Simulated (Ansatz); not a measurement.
## ZrC (Fm-3m) under several functionals

**What was measured.**

From a printed reference work, monograph, for a bulk crystal of ZrC: lattice constant a 4.698 Å.

Plane-wave DFT in Ansatz with scalar-relativistic PAW potentials. The same structure was relaxed (cell and atoms, symmetry kept) in separate runs at each level. No spin polarisation.

Problem. How do the levels PBE, PBE+D3(BJ), PBEsol, r2SCAN compare?

Solution.
| level | cutoff (eV) | k mesh | V (Å³/atom) | a (Å) |
| --- | --- | --- | --- | --- |
| PBEsol | 420 | 16×16×16 | 12.723 | 4.669 |
| PBE+D3(BJ) | 420 | 16×16×16 | 12.755 | 4.673 |
| PBE | 420 | 16×16×16 | 13.049 | 4.709 |
| r2SCAN | 500 | 16×16×16 | 13.074 | 4.712 |

The usual order of volumes, PBEsol < PBE, holds here (12.723, 13.049 Å³/atom). As a rule PBEsol, built on the gradient expansion of slowly varying densities, lies between LDA and PBE; PBE's stronger gradient term for exchange weakens bonds. Adding D3 to PBE changes the volume by -2.3 %; the term is attractive, so it pulls cells in. In metals the pairwise form ignores screening by the conduction electrons and often pulls in too far. r2SCAN lies 0.2 % over PBE in volume.

For PBE: Measured lattice constant a of ZrC: 4.698 Å (a printed reference work, monograph). This calculation gives 4.709 Å (+0.2 %). The calculations are for 0 K without zero-point motion.